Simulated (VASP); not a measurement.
Runs of VASP 6.6.1 on Sb. It takes space group Pm-3m (No. 221, cubic). Conventional cell: a = 3.083 Å, b = 3.083 Å, c = 3.083 Å, α = 90.00°, β = 90.00°, γ = 90.00°. Around Sb (site symmetry m-3m) lie 6 Sb at 3.08 Å. This isn't the form of Sb at room conditions, which is rhombohedral.

| task | level | potentials or basis | cell | k mesh | cutoff (eV) | gap on the mesh (eV) | pressure (GPa) | relaxed volume (Å³/atom) |
| --- | --- | --- | --- | --- | --- | --- | --- | --- |
| relaxation of cell and atoms | PBEsol | VASP PAW PBE potentials, release 64 (Sb) | relaxed | 14 × 14 × 14 | 300 | none | 0.0 | 28.75 |
| relaxation of cell and atoms | PBEsol | VASP PAW PBE potentials, release 64 (Sb) | relaxed | 14 × 14 × 14 | 600 | none | 0.0 | 28.75 |
| relaxation of cell and atoms | RPBE | VASP PAW PBE potentials, release 64 (Sb) | relaxed | 14 × 14 × 14 | 600 | none | 0.0 | 30.77 |
| relaxation of cell and atoms | LDA | VASP PAW LDA potentials, release 64 (Sb) | relaxed | 14 × 14 × 14 | 600 | none | 0.0 | (a) |
| relaxation of cell and atoms | PBE+D3(BJ) | VASP PAW PBE potentials, release 64 (Sb) | relaxed | 14 × 14 × 14 | 600 | none | 0.0 | 28.68 |
| relaxation of cell and atoms | PBEsol | VASP PAW PBE potentials, release 64 (Sb) | relaxed | 6 × 6 × 6 | 600 | none | 0.0 | 28.79 |
| relaxation of cell and atoms | PBEsol | VASP PAW PBE potentials, release 64 (Sb) | relaxed | 14 × 14 × 14 | 580 | none | 0.0 | 28.75 |
| single point | PBEsol | VASP PAW PBE potentials, release 64 (Sb) | as given | 14 × 14 × 14 | 520 | none | (b) | - |

Alike in all rows: no spin polarisation; smearing gaussian 0.1 eV.

Problem. Estimate the missing entries.

Solution. (a) 28.23; (b) -1.1.

Caveats: the PAW data sets were made with another functional, which shifts forces and pressure a little (some runs); pairwise dispersion overbinds metals, which lowers pressure and volume (some runs).

A k mesh can miss the band edges, and the runs leave out spin-orbit coupling on Sb.

A gap of «none» marks a metal or a gap under the smearing width.
